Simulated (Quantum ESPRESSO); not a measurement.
The system is PbF2 (Fluorocronite).

```xyz
3
Lattice="0.0000 2.9637 2.9637 2.9637 0.0000 2.9637 2.9637 2.9637 0.0000" Properties=species:S:1:pos:R:3 pbc="T T T"
Pb    0.0000    0.0000    0.0000
F     4.4455    4.4455    4.4455
F     1.4818    1.4818    1.4818
```

Program: Quantum ESPRESSO 7.5. Alike in all runs: task dielectric tensor; no spin polarisation; cell as given; k mesh 6 × 6 × 6, shifted; cutoff (eV) 612; smearing fermi-dirac 0.05 eV.

Q: Order these runs on this cell by their pressure, lowest first.
A. level BLYP; potentials or basis GBRV 1.5 PBE
B. level PBEsol; potentials or basis GBRV 1.5 PBEsol
C. level LDA; potentials or basis GBRV 1.5 LDA; form of the LDA correlation PZ81
D. level PBE; potentials or basis GBRV 1.5 PBE

A: C (-4.8 GPa), B (-1.3 GPa), D (2.4 GPa), A (4.8 GPa).

Caveats: the cell is more than 3 GPa from zero pressure, which shifts response properties (some runs); the potentials were made for another functional, which shifts forces and pressure (some runs).
